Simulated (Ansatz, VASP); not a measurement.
# Two plane-wave programs on Hf

```
Hf
1.0
     5.10776    0.00000    0.00000
    -2.55388    4.42345    0.00000
     0.00000    0.00000    3.16774
Hf
3
Cartesian
  2.5539 4.4235 0.0000
  0.0000 2.9490 1.5839
  2.5539 1.4745 1.5839
```

Alike in both runs: task single point; functional RPBE; k mesh 8 × 8 × 11; occupations fermi-dirac, width 0.1 eV; no spin polarisation.

|  | VASP | Ansatz |
| --- | --- | --- |
| version | VASP 6.6.1 | Ansatz 0.2.0 |
| potentials or method | VASP PAW PBE potentials, release 64 (Hf_pv) | plane waves (420 eV) with PAW, scalar-relativistic |
| plane-wave cutoff (eV) | 520 | 420 |
| valence electrons in the cell | 30 | 78 |

Ansatz gave:

```
pressure (GPa)                                  : -3.7
largest component of the traceless stress (GPa) : 0.04
```

**Question.** Estimate VASP's values.

**Answer.** Pressure (GPa): -4.1; largest component of the traceless stress (GPa): 0.12.

With one functional, cell and mesh, what is left measures potentials, basis and numerics. The two sets of potentials don't hold the same shells in valence.

Caveats: the PAW data sets were made with another functional, which shifts forces and pressure a little (VASP). Spin-orbit coupling is left out, which matters for the levels of Hf.
